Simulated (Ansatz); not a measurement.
**SiC: how the settings move a single-point run**

How sensitive is a single-point run of SiC to its settings? A reference run comes first, then one run with altered input.

Program: Ansatz 0.2.0. Level of theory: reference: DFT, LDA, PAW with Ansatz's default frozen-core files, scalar-relativistic; levels and slopes on a fine mesh, independent-particle optical spectra. These are calculated values, not measurements.

### Step 1. The structure to begin with

The structure is cubic, space group F-43m (No. 216). Conventional cell: a = 4.329 Å, b = 4.329 Å, c = 4.329 Å, α = 90.00°, β = 90.00°, γ = 90.00°. Around Si (site symmetry -43m) lie 4 C at 1.87 Å. Around C (site symmetry -43m) lie 4 Si at 1.87 Å.

As a file:

```cif
data_structure
_symmetry_space_group_name_H-M 'P 1'
_symmetry_Int_Tables_number 1
_cell_length_a 3.0610
_cell_length_b 3.0610
_cell_length_c 3.0610
_cell_angle_alpha 60.000
_cell_angle_beta 60.000
_cell_angle_gamma 60.000
_cell_volume 20.28
loop_
_atom_site_label
_atom_site_type_symbol
_atom_site_fract_x
_atom_site_fract_y
_atom_site_fract_z
_atom_site_occupancy
Si1 Si 0.00000 0.00000 0.00000 1
C1 C 0.75000 0.75000 0.75000 1
```

### Step 2. The reference run

input.yaml

```yaml
crystal:
  lattice:
    - [0.0, 2.16448537307, 2.16448537307]
    - [2.16448537307, 0.0, 2.16448537307]
    - [2.16448537307, 2.16448537307, 0.0]
  atoms:
    - { symbol: Si, position: [0.0, 0.0, 0.0] }
    - { symbol: C, position: [0.75, 0.75, 0.75] }
kpoints:
  mp_grid: { grid: [8, 8, 8] }
scf:
  occupations: { method: fixed }
hamiltonian:
  xc: lda
  pseudopotentials: { kind: paw }
output:
  forces: true
  stress: true
  eigenvalues: true
  eigenstates:
    nscf_kmesh: { grid: [16, 16, 16] }
    de_dk: true
    e_range: [-9, 11.30066439815]
  optics:
    e_range: [0, 20]
    de: 0.2
    sigma: 0.2
    bands: { spectra_wanted_up_to: 20 }
    nscf_kmesh: { grid: [16, 16, 16] }
checkpoint:
  write: ck
  write_wavefunctions: false
```

Run with:

```console
> ansatz run input.yaml --threads 1 --pin off --max-ram 3072MiB --backend cpu --events-out ev --progress --plain --runs-dir out
```

The main lines of its log:

```text
[...]
Basis set: ecut = 420 eV, 411 PW (Γ)
[...]
k-points: 29 of 512 (time reversal used)
[...]
SCF iter   1: F=—  HF=-852.203005 eV  |F-HF|=—  |Δ(HF+E_count)|=         —  Δρ=7.50e-3  dr2=1.13e-2  ethr=1.77e-3  ⟨swp⟩=4.6  Hψ=1638  notcnv=0  defer=47
preconditioner: auto → none  [insulator: Δε(μ)=1.229 eV  Ē_g=14.070 eV  n_scr=0 (ndim 8)  ℏωp=23.3 eV  f_vac=0.000  ε∞_Penn≈3.7]
SCF iter   2: F=—  HF=-852.199910 eV  |F-HF|=—  |Δ(HF+E_count)|=   3.10e-3  Δρ=3.44e-3  dr2=1.12e-3  ethr=1.42e-4  ⟨swp⟩=2.3  Hψ=551  notcnv=0  defer=51
[...]
SCF iter   6: F=—  HF=-852.199571 eV  |F-HF|=—  |Δ(HF+E_count)|=   4.23e-6  Δρ=1.41e-6  dr2=1.30e-10  ethr=7.76e-10  ⟨swp⟩=2.3  Hψ=334  notcnv=0
SCF iter   7: F=-852.199571 eV  HF=-852.199571 eV  |F-HF|=2.39e-12  |Δ(HF+E_count)|=  6.29e-11  Δρ=2.37e-7  dr2=4.46e-12  ethr=1.00e-12  ⟨swp⟩=5.8  Hψ=929  notcnv=0
[...]
SCF converged after 7 iterations
Free energy (F): -852.199571 eV
[...]
E sigma→0 (E₀):  -852.199571 eV
Fermi energy:    9.498172 eV
[...]
  P = ⅓ Tr σ = 0.0106 GPa (0.106 kbar)
[...]
```

It took 13 s on 1 thread of Arm Neoverse V2, shared host; peak memory 0.44 GiB.

### Step 3. Variant: mp_grid.grid [10, 10, 10], mixing.algorithm broyden, mixing.beta 0.1, n_extra_bands 2

Changes to input.yaml since step 2:

```diff
@@ -9,5 +9,7 @@
 kpoints:
-  mp_grid: { grid: [8, 8, 8] }
+  mp_grid: { grid: [10, 10, 10] }
 scf:
   occupations: { method: fixed }
+  mixing: { algorithm: broyden, beta: 0.1 }
+  n_extra_bands: 2
 hamiltonian:
```

Run with:

```console
> ansatz run input.yaml --threads 1 --pin off --max-ram 3072MiB --backend cpu --events-out ev --progress --plain --runs-dir out
```

What it wrote, cut to the lines that bear on the results:

```text
scf.n_extra_bands = 2 over 4 filled bands (N_el = 8.0): the run solves 6 bands
[...]
Pseudopotentials: kind: paw
Pseudopotential: Si, paw, valence charge 4, recommended cutoff 420 eV (normal), Si.paw.azcp
Pseudopotential: C, paw, valence charge 4, recommended cutoff 420 eV (normal), C.paw.azcp
Functional definition: SPW92
[...]
Crystal: 2 atoms, lattice volume = 20.281 Å³
Basis set: ecut = 420 eV, 411 PW (Γ)
Bands: 6, of which v1, the nominal top of the filled ones, is band 4 counted from 1 (3 counted from 0)
Symmetry: 24 space group operations
Space group: F-43m (ITA 216), of the structure as read, at distance tolerance 2.7e-5 Å
k-points: 47 of 1000 (time reversal used)
[...]
SCF iter   1: F=—  HF=-852.204031 eV  |F-HF|=—  |Δ(HF+E_count)|=         —  Δρ=7.47e-3  dr2=1.12e-2  ethr=1.77e-3  ⟨swp⟩=4.6  Hψ=2362  notcnv=0
[...]
SCF iter  12: F=-852.200550 eV  HF=-852.200550 eV  |F-HF|=1.14e-13  |Δ(HF+E_count)|=  4.09e-12  Δρ=4.22e-8  dr2=2.21e-13  ethr=1.00e-12  ⟨swp⟩=5.0  Hψ=1146  notcnv=0
[...]
NSCF: frozen V_eff on 145 k-points
[...]
NSCF: frozen V_eff on 145 k-points
[...]
SCF converged after 12 iterations
Stability not checked: this state was not tested for a lower state beside it, because the mixer in use, unlike msr1, does not test its closes by its own steps (another_mixer; see scf.mixing.algorithm and scf.lower_state_search)
Free energy (F): -852.200550 eV
[...]
E sigma→0 (E₀):  -852.200550 eV
Fermi energy:    9.497141 eV
[...]
--- Forces (eV/Å), atoms counted from 1 ---
  atom   1  Si    -0.00000000     0.00000000    -0.00000000
  atom   2  C      0.00000000    -0.00000000     0.00000000
[...]
--- Stress (GPa, compression-positive) ---
       -0.000182       0.000000      -0.000000
        0.000000      -0.000182       0.000000
       -0.000000       0.000000      -0.000182
  P = ⅓ Tr σ = -0.0002 GPa (-0.002 kbar)
--- Band table (eV; the first three rows and the last of 47) ---
  k-point 0: bands = ["-5.9791", "9.4971", "9.4971", "9.4971", "16.0003", "16.8350"]
[...]
--- Fermi surface from the table of eigenstates not read: on its mesh, or on one of the eight of every second point, the electrons fill whole bands (an insulator's do; a metal wants a denser output.eigenstates.nscf_kmesh) ---
```

It took 13 s on 1 thread of Arm Neoverse V2, shared host; peak memory 0.45 GiB.

Changing the k-point mesh, mixing and band count hardly moves the energy: -0.5 meV/atom.

### Step 4. Side by side

```
                                                                                     run     ending  energy change  pressure (GPa)  gap (eV)  force (eV/Å)  cycles  time
                                                                               reference  converged              0             0.0      1.30          0.00       -  13 s
1: mp_grid.grid [10, 10, 10], mixing.algorithm broyden, mixing.beta 0.1, n_extra_bands 2  converged  -0.5 meV/atom             0.0      1.30          0.00      12  13 s
```

Residual by cycle in the longest SCF loop of each run; runs are numbered as in the table. The quantity is the density residual dr2, in eV.

```
cycle  reference    run 1
    1     0.0113   0.0112
    2    0.00112   0.0067
    3     1.7e-4   6.8e-4
    4     8.1e-6  0.00113
    5     6.2e-8   5.7e-6
    6    1.3e-10   1.6e-5
    7    4.5e-12   8.9e-7
    8          -   3.7e-7
    9          -  3.3e-10
   10          -  5.4e-10
   11          -  1.1e-11
   12          -  2.2e-13
```

**Reading.** Changing the k-point mesh, mixing and band count leaves the energy as it was (-0.5 meV/atom).

The gaps are Kohn-Sham values of a semilocal functional, not quasiparticle or optical gaps. Such gaps usually fall short of the measured ones.
